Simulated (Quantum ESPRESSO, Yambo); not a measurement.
# MgO (Periclase): Bethe-Salpeter spectra with Yambo, part 2 of 4

Aim: follow the lowest exciton of MgO (Periclase) as the mesh is refined.

Quantum ESPRESSO 7.5 and Yambo 5.3.0; PBE and many-body steps on it, plane waves. Known limits of the many-body steps: not at the basis limit; coarse k mesh; bindings not settled in the k mesh.

So far. Step 4 (Screening and self-energy, 4×4×4 mesh, 50 bands …): The gap on the mesh goes from 4.73 eV to 6.87 eV, a correction of +2.14 eV. Step 5 (Empty states on the mesh, 4×4×4 mesh, 16 bands): On this mesh the gap is 4.733 eV.

The database entry behind the starting cell differs from later determinations by our own check (about 0.1 % long), so it need not match the best structure at ambient conditions.

## (7) Excitons

Light makes an electron and a hole together. The Bethe-Salpeter equation adds their screened attraction and their exchange, in a window of bands around the gap.

This step: Bethe-Salpeter equation on PBE with a scissors shift, plane waves, norm-conserving pseudopotentials.

Input file bse3.in:

```
optics
bss
bse
em1s
dipoles
rim_cut
RandQpts= 1000000
RandGvec= 1 RL
Chimod= "HARTREE"
BSKmod= "SEX"
BSEmod= "resonant"
BSSmod= "d"
BSENGexx= 20 Ry
BSENGBlk= 4 Ry
% BSEQptR
 1 | 1 |
%
% BSEBands
 6 | 12 |
%
% BEnRange
 0 | 9 | eV
%
% BDmRange
 0.1 | 0.1 | eV
%
BEnSteps= 181
% BLongDir
 1 | 0 | 0 |
%
% BndsRnXs
 5 | 16 |
%
NGsBlkXs= 4 Ry
% LongDrXs
 1 | 1 | 1 |
%
% KfnQP_E
 2.14 | 1.0 | 1.0 |
%
WRbsWF
FFTGvecs= 34 Ry
```

The run is started by

```console
> OMP_NUM_THREADS=1 mpirun -n 8 yambo -F bse3.in -J bse3 -C bse3 > bse3.log
```

The log of the run:

```text
 Yambo, version 5.3.0

 [02] CORE Variables Setup
 =========================

  [... cell, symmetries and grids as in the set-up ...]

  [02.05] Energies & Occupations
  ==============================

  [X] === General ===
  [X] Electronic Temperature                        :  0.000000  0.000000 [eV K]
  [X] Bosonic    Temperature                        :  0.000000  0.000000 [eV K]
  [X] Finite Temperature mode                       : no
  [X] El. density                                   :  0.85343E+24 [cm-3]
  [X] Fermi Level                                   :  8.010860 [eV]

  [X] === Gaps and Widths ===
  [X] Conduction Band Min                           :  4.733018 [eV]
  [X] Valence Band Max                              :  0.000000 [eV]
  [X] Filled Bands                                  :   8
  [X] Empty Bands                                   :   9  16
  [X] Direct Gap                                    :  4.733018 [eV]
  [X] Direct Gap localized at k                     :  1
  [X] Indirect Gap                                  :  4.733018 [eV]
  [X] Indirect Gap between kpts                     :  1  1
  [X] Last valence band width                       :  1.746698 [eV]
  [X] 1st conduction band width                     :  6.928393 [eV]

 [03] Transferred momenta grid and indexing
 ==========================================

 [BZ sampling] Q-grid is User defined and/or read from the database

 IBZ Q-points                                      :   8
 BZ  Q-points                                      :   64

 K/Q-points units:
 rlu = crystal or reduced units; cc = cartesian coordinates; iku = interal k-units

 Q [1]          [rlu]:  0.000000  0.000000  0.000000
 Q [2]          [rlu]:  0.15368E-17  0.15368E-17  0.25000
 Q [3]          [rlu]: -0.30736E-17 -0.30736E-17 -0.50000
 Q [4]          [rlu]: -0.27069E-16  0.25000      0.25000
 Q [5]          [rlu]: -0.16064E-16  0.25000      0.50000
 Q [6]          [rlu]: -0.30736E-17  0.25000     -0.25000
 Q [7]          [rlu]:  0.54139E-16 -0.50000     -0.50000
 Q [8]          [rlu]:  0.250000 -0.500000 -0.250000

  [03.01] X + BSE indexes
  =======================

   [03.01.01] Sigma indexes
   ========================

 [04] Coloumb potential Random Integration (RIM)
 ===============================================

  [04.01] RIM initialization
  ==========================

  * Diagonal components only detected *

  8 x (sBL volume)        :  0.245077 [a.u.]
  sBZ random points       :  1000000
  Points outside the sBZ  :   7999624
  RL volume               :  1.960614 [a.u.]
  Integrated volume       :  1.960707 [a.u.]

  [04.02] RIM integrals
  =====================

  Gamma point sphere radius             :  0.113514 [a.u.]
  Points outside the sphere             :   799635
  [Int_sBZ(q=0) 1/q^2]*(Vol_sBZ)^(-1/3) =:  7.763403
                                 should be <:  7.795600

  Summary of Coulomb integrals for non-metallic bands |Q|[au] RIM/Bare

  Q [1] 0.100000E-4 0.995870 * Q [2] 0.341411 1.064378
  Q [4] 0.394228 1.063960 * Q [6] 0.557523 1.026260
  Q [5] 0.653753 1.019161 * Q [3] 0.682823 1.016674
  Q [7] 0.788456 1.013019 * Q [8] 0.881520 1.009952

 [WARNING] [BS] User bands 6-12 break level degeneracy

 [05] External/Internal QP corrections
 =====================================

 [QP_apply] Action to be applied: USER defined scissor

  [05.01]  QP corrections report
  ==============================

  [K+QP] === General ===
  [K+QP] Electronic Temperature                     :  0.000000  0.000000 [eV K]
  [K+QP] Bosonic    Temperature                     :  0.000000  0.000000 [eV K]
  [K+QP] Finite Temperature mode                    : no
  [K+QP] El. density                                :  0.85343E+24 [cm-3]
  [K+QP] Fermi Level                                :  0.000000 [eV]

  [K+QP] === Gaps and Widths ===
  [K+QP] Conduction Band Min                        :  6.873018 [eV]
  [K+QP] Valence Band Max                           :  0.000000 [eV]
[...]
scatter_Gamp :      0.0002s P8 (  8 calls,   0.020 msec avg) [MAX]      0.0001s P4 (  8 calls,   0.016 msec avg) [min]
                         IO_and_Messaging_switch :      0.0004s P6 (105 calls,   0.003 msec avg) [MAX]      0.0003s P4 (105 calls,   0.003 msec avg) [min]
                          BSE components folding :      0.0006s P7 [MAX]      0.0006s P3 [min]
                                    PP_uspp_init :      0.0014s P6 ( 34 calls,   0.043 msec avg) [MAX]      0.0007s P4 ( 35 calls,   0.020 msec avg) [min]
                                       X (REDUX) :      0.0059s P5 (  8 calls,   0.738 msec avg) [MAX]      0.0008s P3 (  8 calls,   0.096 msec avg) [min]
                                  eval_G_minus_G :      0.0012s P2 [MAX]      0.0009s P4 [min]
                                      Xo (REDUX) :      0.0302s P4 (  8 calls,   3.769 msec avg) [MAX]      0.0019s P1 (  8 calls,   0.242 msec avg) [min]
                              BSE matrix filling :      0.0053s P5 [MAX]      0.0028s P4 [min]
                                   X (procedure) :      0.0085s P3 (  8 calls,   1.062 msec avg) [MAX]      0.0028s P6 (  8 calls,   0.354 msec avg) [min]
                             PARALLEL_lin_system :      0.0044s P3 (  8 calls,   0.549 msec avg) [MAX]      0.0041s P4 (  8 calls,   0.517 msec avg) [min]
                                     K_WF_phases :      0.0885s P4 [MAX]      0.0055s P6 [min]
                                        io_QINDX :      0.0152s P1 (  5 calls,   3.039 msec avg) [MAX]      0.0079s P4 (  3 calls,   2.626 msec avg) [min]
                                     BSE dipoles :      0.0093s P6 [MAX]      0.0091s P4 [min]
                                     io_KB_pwscf :      0.0121s P8 (  7 calls,   1.734 msec avg) [MAX]      0.0098s P3 (  6 calls,   1.634 msec avg) [min]
                                           io_BS :      0.0189s P6 ( 75 calls,   0.252 msec avg) [MAX]      0.0121s P1 ( 79 calls,   0.153 msec avg) [min]
                                            io_X :      0.0481s P1 ( 25 calls,   1.924 msec avg) [MAX]      0.0145s P4 ( 25 calls,   0.578 msec avg) [min]
                                 bz_samp_indexes :      0.0187s P4 [MAX]      0.0181s P7 [min]
                                      io_DIPOLES :      0.0298s P1 ( 21 calls,   1.420 msec avg) [MAX]      0.0193s P4 ( 17 calls,   1.134 msec avg) [min]
                                         io_GROT :      0.0234s P7 (  2 calls,  11.709 msec avg) [MAX]      0.0199s P2 (  2 calls,   9.932 msec avg) [min]
                              BSE matrix (REDUX) :      0.0278s P4 [MAX]      0.0252s P5 [min]
                                      T_space IP :      0.0297s P6 [MAX]      0.0254s P4 [min]
                                  DIPOLE_g_space :      0.0306s P8 [MAX]      0.0278s P1 [min]
                                     io_fragment :      0.0488s P6 ( 74 calls,   0.660 msec avg) [MAX]      0.0384s P4 ( 74 calls,   0.518 msec avg) [min]
                                     WF_load_FFT :      0.0579s P6 ( 34 calls,   1.702 msec avg) [MAX]      0.0440s P4 ( 35 calls,   1.258 msec avg) [min]
                                  Xo (procedure) :      0.0546s P6 (  8 calls,   6.824 msec avg) [MAX]      0.0481s P5 (  8 calls,   6.009 msec avg) [min]
                                       FFT_setup :      0.0911s P6 ( 38 calls,   2.398 msec avg) [MAX]      0.0752s P5 ( 38 calls,   1.978 msec avg) [min]
                                           io_WF :      0.1094s P6 (117 calls,   0.935 msec avg) [MAX]      0.0789s P4 (120 calls,   0.658 msec avg) [min]
                          MATRIX transfer (NONE) :      0.1245s P4 (  2 calls,  62.252 msec avg) [MAX]      0.0850s P7 (  2 calls,  42.523 msec avg) [min]
                            X T_space Kernel sum :      0.2188s P6 (128 calls,   1.709 msec avg) [MAX]      0.1240s P4 (136 calls,   0.912 msec avg) [min]
                                T_space EXX Osc. :      0.1961s P6 ( 28 calls,   7.004 msec avg) [MAX]      0.1461s P4 ( 29 calls,   5.037 msec avg) [min]
                               T_space CORR Osc. :      0.3444s P6 ( 64 calls,   5.381 msec avg) [MAX]      0.2482s P1 ( 68 calls,   3.650 msec avg) [min]
                                X T_space Kernel :      0.8047s P6 [MAX]      0.6430s P1 [min]
              PARALLEL_HERMITIAN_diagonalization :      0.8169s P7 [MAX]      0.7758s P4 [min]
                                             RIM :      0.8302s P3 [MAX]      0.8258s P4 [min]
                                  LINEAR ALGEBRA :      0.9045s P4 (  9 calls, 100.502 msec avg) [MAX]      0.9010s P5 [min]
                                    Diago Solver :      0.9748s P1 [MAX]      0.9625s P5 [min]
                                         Dipoles :      1.0498s P5 [MAX]      1.0498s P4 [min]

 [11] Game Over & Game summary
```

The job ended after 5.1 s (8 MPI ranks of AMD EPYC 7R43, shared host; peak memory 2.2 GiB).

This step gave:

```
transitions in the window                                      : 768
direct gap of the transition levels                            : 6.873 eV
lowest state                                                   : 5.788 eV
first strong exciton (over a fiftieth of the strongest listed) : 5.788 eV
binding of the lowest state below the direct gap               : 1.085 eV
Coulomb term of one mesh cell                                  : 1.214 eV
```

The binding is 0.89 times the screened Coulomb term of one mesh cell (1.21 eV), so it is not shown settled.

The lowest state lies at 5.788 eV, 1.085 eV under the direct gap.

Lines within 3 meV are set at the lowest of them, and the highest group, which the list may cut short, is left out. Exciton lines, with heights relative to the strongest:

| position (eV) | lines merged | strength, relative |
| --- | --- | --- |
| 5.788 | 3 | 36 |
| 8.114 | 3 | 100 |
| 8.429 | 3 | 0.0 |
| 8.472 | 2 | 0.0 |
| 8.544 | 3 | 0.0 |
| 8.566 | 2 | 0.0 |
| 8.588 | 3 | 0.0 |
| 9.561 | 3 | 37 |

The ε₂ has structure finer than the step of the table below, so its rows give means over 0.25 eV, whole bins alone (the curve runs from 0 to 9 eV). Peaks (eV: height): BSE 5.800: 10.5, 8.100: 29.0; no electron-hole interaction 6.850: 4.77.

Field along x; broadening 0.1 eV; transition window only. Limits: finite bands, cutoff and mesh; coarse k mesh; exciton not shown settled in the k mesh. The ε₂ by photon energy; means over each step:

| photon energy (eV) | BSE | no electron-hole interaction |
| --- | --- | --- |
| 0.25 | 0.0137 | 0.00780 |
| 0.50 | 0.0146 | 0.00817 |
| 0.75 | 0.0155 | 0.00857 |
| 1.00 | 0.0167 | 0.00902 |
| 1.25 | 0.0179 | 0.00949 |
| 1.50 | 0.0193 | 0.0100 |
| 1.75 | 0.0210 | 0.0106 |
| 2.00 | 0.0228 | 0.0112 |
| 2.25 | 0.0250 | 0.0119 |
| 2.50 | 0.0276 | 0.0127 |
| 2.75 | 0.0307 | 0.0136 |
| 3.00 | 0.0344 | 0.0146 |
| 3.25 | 0.0390 | 0.0157 |
| 3.50 | 0.0448 | 0.0171 |
| 3.75 | 0.0524 | 0.0186 |
| 4.00 | 0.0628 | 0.0204 |
| 4.25 | 0.0776 | 0.0226 |
| 4.50 | 0.101 | 0.0253 |
| 4.75 | 0.140 | 0.0288 |
| 5.00 | 0.219 | 0.0334 |
| 5.25 | 0.428 | 0.0397 |
| 5.50 | 1.43 | 0.0492 |
| 5.75 | 7.20 | 0.0645 |
| 6.00 | 2.59 | 0.0934 |
| 6.25 | 0.624 | 0.161 |
| 6.50 | 0.355 | 0.411 |
| 6.75 | 0.309 | 2.43 |
| 7.00 | 0.351 | 2.37 |
| 7.25 | 0.495 | 0.420 |
| 7.50 | 0.890 | 0.190 |
| 7.75 | 2.44 | 0.138 |
| 8.00 | 15.0 | 0.131 |
| 8.25 | 13.2 | 0.146 |
| 8.50 | 2.26 | 0.186 |
| 8.75 | 0.992 | 0.276 |

The program warns that the window of bands cuts a degenerate level, which breaks the symmetry of states and spectrum.

## (8) Triplet (no exchange term)

bse4.in, as its differences from bse3.in of step 7:

```diff
@@ -12,3 +12,3 @@
 BSSmod= "d"
-BSENGexx= 20 Ry
+BSENGexx= 1 RL
 BSENGBlk= 4 Ry
```

The run is started by

```console
> OMP_NUM_THREADS=1 mpirun -n 8 yambo -F bse4.in -J bse4,bse3_W -C bse4 > bse4.log
```

The log of the run:

```text
 Yambo, version 5.3.0

 [02] CORE Variables Setup
 =========================

  [... cell, symmetries and grids as in the set-up ...]

  [02.05] Energies & Occupations
  ==============================

  [X] === General ===
  [X] Electronic Temperature                        :  0.000000  0.000000 [eV K]
  [X] Bosonic    Temperature                        :  0.000000  0.000000 [eV K]
  [X] Finite Temperature mode                       : no
  [X] El. density                                   :  0.85343E+24 [cm-3]
  [X] Fermi Level                                   :  8.010860 [eV]

  [X] === Gaps and Widths ===
  [X] Conduction Band Min                           :  4.733018 [eV]
  [X] Valence Band Max                              :  0.000000 [eV]
  [X] Filled Bands                                  :   8
  [X] Empty Bands                                   :   9  16
  [X] Direct Gap                                    :  4.733018 [eV]
  [X] Direct Gap localized at k                     :  1
  [X] Indirect Gap                                  :  4.733018 [eV]
  [X] Indirect Gap between kpts                     :  1  1
  [X] Last valence band width                       :  1.746698 [eV]
  [X] 1st conduction band width                     :  6.928393 [eV]

 [03] Transferred momenta grid and indexing
 ==========================================

 IBZ Q-points                                      :   8
 BZ  Q-points                                      :   64

 K/Q-points units:
 rlu = crystal or reduced units; cc = cartesian coordinates; iku = interal k-units

 Q [1]          [rlu]:  0.000000  0.000000  0.000000
 Q [2]          [rlu]:  0.15368E-17  0.15368E-17  0.25000
 Q [3]          [rlu]: -0.30736E-17 -0.30736E-17 -0.50000
[...]
io_GROT :      0.0292s P5 (  2 calls,  14.578 msec avg) [MAX]      0.0218s P2 (  2 calls,  10.911 msec avg) [min]
                              T_space IP :      0.0300s P7 [MAX]      0.0285s P8 [min]
                             WF_load_FFT :      0.0350s P7 ( 29 calls,   1.208 msec avg) [MAX]      0.0310s P2 ( 30 calls,   1.034 msec avg) [min]
                             io_fragment :      0.0342s P7 ( 58 calls,   0.590 msec avg) [MAX]      0.0314s P2 ( 59 calls,   0.532 msec avg) [min]
                      BSE matrix (REDUX) :      0.0329s P3 [MAX]      0.0317s P5 [min]
                                    io_X :      0.0444s P1 ( 24 calls,   1.849 msec avg) [MAX]      0.0409s P2 ( 24 calls,   1.703 msec avg) [min]
                                   io_WF :      0.0678s P5 ( 94 calls,   0.721 msec avg) [MAX]      0.0595s P2 ( 98 calls,   0.608 msec avg) [min]
                               FFT_setup :      0.0769s P5 ( 30 calls,   2.565 msec avg) [MAX]      0.0702s P8 ( 30 calls,   2.338 msec avg) [min]
                  MATRIX transfer (NONE) :      0.0882s P4 (  2 calls,  44.082 msec avg) [MAX]      0.0743s P5 (  2 calls,  37.158 msec avg) [min]
                    X T_space Kernel sum :      0.1716s P5 (128 calls,   1.341 msec avg) [MAX]      0.0973s P1 (136 calls,   0.715 msec avg) [min]
                        T_space EXX Osc. :      0.1527s P5 ( 28 calls,   5.455 msec avg) [MAX]      0.1422s P2 ( 29 calls,   4.903 msec avg) [min]
                       T_space CORR Osc. :      0.3344s P7 ( 64 calls,   5.225 msec avg) [MAX]      0.2405s P1 ( 68 calls,   3.537 msec avg) [min]
                        X T_space Kernel :      0.6757s P6 [MAX]      0.5320s P1 [min]
      PARALLEL_HERMITIAN_diagonalization :      0.8088s P5 [MAX]      0.7945s P4 [min]
                          LINEAR ALGEBRA :      0.8842s P7 [MAX]      0.8817s P1 [min]
                            Diago Solver :      0.9720s P1 [MAX]      0.9609s P8 [min]

 [11] Game Over & Game summary
[key lines of the parts left out:]
Dipoles :      0.0048s P6 [MAX]      0.0046s P5 [min]
```

Run time: 3 s. Hardware: 8 MPI ranks; peak memory 2.1 GiB; 22 s of CPU time.

The lowest triplet lies at 5.706 eV; without spin-orbit coupling triplets are dark, so no spectrum is read.

The program warns that the window of bands cuts a degenerate level, which breaks the symmetry of states and spectrum.

## (9) Empty states on the mesh, 6×6×6 mesh, 16 bands

This step: Quantum ESPRESSO 7.5; DFT, PBE, plane waves, norm-conserving pseudopotentials.

Input file pw.in:

```
&control
  calculation = 'nscf'
  prefix = 'x'
  outdir = 'o'
  pseudo_dir = 'pseudo'
/
&system
  ibrav = 0
  nat = 2
  ntyp = 2
  ecutwfc = 76.0
  nbnd = 16
  force_symmorphic = .true.
/
&electrons
  conv_thr = 1e-9
  electron_maxstep = 80
  diago_full_acc = .true.
  diago_thr_init = 5e-6
/
ATOMIC_SPECIES
  Mg 24.305 Mg.upf
  O 15.999 O.upf
CELL_PARAMETERS angstrom
  -0.0000000000 2.1085000000 2.1085000000
  2.1085000000 -0.0000000000 2.1085000000
  2.1085000000 2.1085000000 -0.0000000000
ATOMIC_POSITIONS crystal
  Mg 0.0000000000 0.0000000000 0.0000000000
  O 0.5000000000 0.5000000000 0.5000000000
K_POINTS automatic
  6 6 6 0 0 0
```

The run is started by

```console
> OMP_NUM_THREADS=1 mpirun -n 8 pw.x -nk 4 -in pw.in > pw.out
```

The log of the run:

```text
[banner, memory and clock lines left out]
Program PWSCF v.7.5 starts

     Atomic positions and unit cell read from directory:
     o/x.save/

     Message from routine setup:
     using ibrav=0 with symmetry is DISCOURAGED, use correct ibrav instead

     bravais-lattice index     =            0
     lattice parameter (alat)  =       5.6349  a.u.
     unit-cell volume          =     126.5166 (a.u.)^3
     number of atoms/cell      =            2
     number of atomic types    =            2
     number of electrons       =        16.00
[...]
k = 0.1179 0.1179-0.1179 (  1417 PWs)   bands (ev):

   -64.3614 -31.1344 -31.1156 -31.1156  -8.8706   6.5186   7.8421   7.8421
    14.1574  21.5515  24.4988  24.4988  28.3387  28.3387  30.2818  33.3058

          k = 0.2357 0.2357-0.2357 (  1411 PWs)   bands (ev):

   -64.3572 -31.1762 -31.1197 -31.1197  -8.2226   4.3775   7.5259   7.5259
    15.6852  20.3350  24.6261  24.6261  29.0512  29.0512  29.4886  37.2507

          k =-0.3536-0.3536 0.3536 (  1404 PWs)   bands (ev):

     [... further k-points ...]

     highest occupied, lowest unoccupied level (ev):     8.0109   12.7439

     XML data file, pseudopotentials, collected wavefunctions
```

The job ended after 1.4 s (8 MPI ranks; peak memory 0.05 GiB).

Numbers from this step:

```yaml
gap: 4.733 eV
k_of_the_valence_top: 0, 0, 0
k_of_the_conduction_bottom: 0, 0, 0
least_direct_gap: 4.733 eV
k_points_computed: 16
lowest_point_of_the_top_converged_band_above_the_valence_top: 24.25 eV
```

On this mesh the gap is 4.733 eV.

## (10) Conversion and set-up

This step: Yambo 5.3.0; conversion and set-up on PBE, plane waves, norm-conserving pseudopotentials.

The run is started by

```console
> (cd o/x.save; p2y > p2y.log; mv SAVE ../..); yambo > setup.log
```

The log of the run:

```text
 Yambo, version 5.3.0

 [02] CORE Variables Setup
 =========================

  [02.01] Unit cells
  ==================

  Cell kind             :  FCC
  Atoms in the cell     :  Mg  O
  number of Mg atoms    :  1
  number of O  atoms    :  1

  List of atomic masses
  Mass of Mg    :  24.30500
  Mass of O     :  15.99900

  List of atomic coordinates    : [cc]
  Mg1       :  0.000000  0.000000  0.000000  order 1
  O1       :  3.984488  3.984488  3.984488  order 2

  Alat factors          :  3.984488  3.984488  3.984488 [a.u.]
  Direct lattice volume :  126.5166 [a.u.]
[...]
Q [ 1]         [rlu]:  0.000000  0.000000  0.000000
 Q [ 2]         [rlu]: -0.66475E-17 -0.66475E-17  0.16667
 Q [ 3]         [rlu]: -0.13295E-16 -0.13295E-16  0.33333
[...]
Q [ 8]         [rlu]: -0.30736E-17  0.16667     -0.33333
 Q [ 9]         [rlu]:  0.13295E-16  0.16667     -0.16667
 Q [10]         [rlu]: -0.47827E-16  0.33333      0.33333
     [... 4 further rows ...]
 Q [15]         [rlu]:  0.166667  0.333333 -0.333333
 Q [16]         [rlu]:  0.166667 -0.500000 -0.333333

  [03.01] X indexes
  =================

   [03.01.01] Sigma indexes
   ========================

 [06] Game Over & Game summary
```

Run time: 2.7 s. Hardware: 1 MPI rank; peak memory 0.23 GiB.

(Part 2 of 4 ends here.)

[Paths, hosts, dates, memory and timing lines, banners, echoed tables and standing remarks are left out of the program output.]

[Logs are printed without paths, hosts, clocks, repeated set-up lines and the standing remarks that a program may print on its own settings, such as how far it seeks lower states.]

[Runs of the session that timed out or met a known fault of the program may be left out.]

[Hosts, paths, dates, database ids (printed as entryN), source tags and the programs' standing remarks are cut or masked in the printed files.]
